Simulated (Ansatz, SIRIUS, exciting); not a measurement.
**Hf: 3 runs at one level of theory**

```
Hf
1.0
    -1.73538    1.78809    1.84034
     1.76840   -1.76106    1.84632
     1.78180    1.80748   -1.81331
Hf
1
Direct
  0.98347 0.99320 0.98959
```

This isn't the form of Hf at room conditions, which is hcp.

The given cell was strained at random by a few per cent at fixed volume.

Alike in all runs: task single point; functional PBEsol; k mesh 10 × 10 × 10; occupations fermi-dirac, width 0.05 eV; no spin polarisation; no spin-orbit coupling. Pressure is positive in compression and, in plane waves, holds the error of the finite cutoff.

| program and potentials | plane-wave cutoff (eV) | notes | band gap (eV) | pressure (GPa) | energy over the undisturbed cell (meV/atom) |
| --- | --- | --- | --- | --- | --- |
| SIRIUS, PseudoDojo 0.4.1 PBEsol standard (scalar relativistic) | 807 | - | no gap | -8.64 | 1.72 |
| exciting, all-electron LAPW+lo, shipped species files, valence relativity iora* | - | - | no gap | - | 1.68 |
| Ansatz, all-electron LAPW, scalar-relativistic | - | - | no gap | -8.92 | - |

None finds a gap. The pressure spans -8.92 (Ansatz, all-electron LAPW, scalar-relativistic) to -8.64 GPa (SIRIUS, PseudoDojo 0.4.1 PBEsol standard (scalar relativistic)), with all-electron results at -8.92.

Differences between rows come from potentials, basis sets and numerical settings, since the functional is the same but for its coding. Runs on potential files found faulty are left out.
